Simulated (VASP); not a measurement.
# Bi: single point with PBEsol

Crystal: Bi.

```
CELL_PARAMETERS angstrom
-1.87756 1.87756 1.87756
1.87756 -1.87756 1.87756
1.87756 1.87756 -1.87756
ATOMIC_POSITIONS crystal
Bi 0.00000 0.00000 0.00000
```

This isn't the form of Bi at room conditions, which is rhombohedral.

- Program: VASP 6.6.1
- Task: single point
- Functional: PBEsol
- Potentials or basis: VASP PAW PBE potentials, release 64 (Bi_d)
- Cutoff: 520 eV
- k mesh: 16 × 16 × 16
- Occupations: gaussian, width 0.1 eV
- Spin: no spin polarisation
- Dipole correction: no
- Further INCAR settings: ALGO = Fast; EDIFF = 1e-06; NBANDS = 14

- Pressure: 10.0 GPa
- Band gap on the k mesh: none (metal or under the smearing width)

Levels at points of the mesh, in eV from the Fermi level:
| k point | band 5 | band 6 | band 7 | band 8 | band 9 | band 10 | band 11 | band 12 |
| --- | --- | --- | --- | --- | --- | --- | --- | --- |
| (0.00, 0.00, 0.00) | -22.87 | -14.75 | 6.43 | 6.43 | 6.43 | 10.51 | 10.51 | 10.51 |
| (0.50, 0.00, 0.00) | -22.73 | -10.69 | -6.07 | 1.94 | 3.90 | 6.65 | 8.07 | 13.47 |
| (0.50, 0.50, 0.50) | -22.76 | -7.76 | -2.16 | -2.16 | -2.16 | 3.41 | 3.41 | 15.85 |

Wall time 25 s on 1 thread of Intel(R) Xeon(R) Platinum 8259CL CPU @ 2.50GHz (Skylake/Cascade Lake), with other jobs on the host, peak memory 0.17 GiB.

Caveat: the PAW data sets were made with another functional, which shifts forces and pressure a little; spin-orbit coupling is left out, which moves the levels of the heavy elements.
